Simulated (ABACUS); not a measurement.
Set up this calculation in ABACUS 3.10.1, as the native input.

```yaml
Task: single point
Functional: PBE
Potentials_or_basis: PseudoDojo NC SR 0.4.1 PBE standard, lanthanides 3+ (f in core)
Cutoff: 667 eV
Density_cutoff: 2667 eV
Basis: plane waves
k_mesh: 10 × 10 × 10
Occupations: fermi-dirac, width 0.05 eV
Spin: collinear spin, ferromagnetic start
Starting_moments: "[1.0] μB"
Radial_cutoff_of_the_potentials_pseudo_rcut: 10 bohr
SCF_threshold_on_the_density: 1e-08
Max_SCF_steps: 100
Eigensolver: dav
Mixing: broyden
Mixing_share: 0.4
Symmetry_key: 1
```

Crystal: Ce.

```
CELL_PARAMETERS angstrom
-1.94330 1.94330 1.94330
1.94330 -1.94330 1.94330
1.94330 1.94330 -1.94330
ATOMIC_POSITIONS crystal
Ce 0.00000 0.00000 0.00000
```

This isn't the form of Ce at room conditions, which is fcc.

These files were run (other wordings do the same):

INPUT

```
INPUT_PARAMETERS
suffix              Ce
calculation         scf
basis_type          pw
pseudo_dir          ./
symmetry            1
dft_functional      pbe
ecutwfc             49
pseudo_rcut         10
nspin               2
nbands              10
ks_solver           dav
smearing_method     fd
smearing_sigma      0.00367493
scf_thr             1e-08
scf_nmax            100
mixing_type         broyden
mixing_beta         0.4
cal_force           1
cal_stress          1
out_chg             1
out_pot             2
out_elf             1
```

STRU

```
ATOMIC_SPECIES
Ce 140.1160 Ce.upf

LATTICE_CONSTANT
1.8897261246

LATTICE_VECTORS
-1.9432985503 1.9432985503 1.9432985503
1.9432985503 -1.9432985503 1.9432985503
1.9432985503 1.9432985503 -1.9432985503

ATOMIC_POSITIONS
Direct

Ce
0.0
1
0.0000000000 0.0000000000 0.0000000000 1 1 1 mag 0
```

KPT

```
K_POINTS
0
Gamma
10 10 10 0 0 0
```

Potentials or basis: PseudoDojo NC SR 0.4.1 PBE standard, lanthanides 3+ (f in core), plane waves.

Launch:

```bash
$ OMP_NUM_THREADS=1 mpirun -np 4 abacus > log
```

Results of the run:

```
Band gap on the k mesh : none (metal or under the smearing width)
Net moment             : 0.04 μB per cell
Absolute moment        : 0.04 μB per cell
```

Caveat: the magnetic or orbital state may not be the lowest; all typed moments are zero, and the program then starts from 1 μB on every atom; spin-orbit coupling is left out, which moves the levels of the heavy elements; the 4f electrons are frozen in the core as for a trivalent ion, so they carry no moment and show no levels.

Wall time 13 s on 4 MPI ranks on Intel(R) Xeon(R) Platinum 8375C CPU @ 2.90GHz (Ice Lake), on a shared host, peak memory 0.24 GiB a rank.
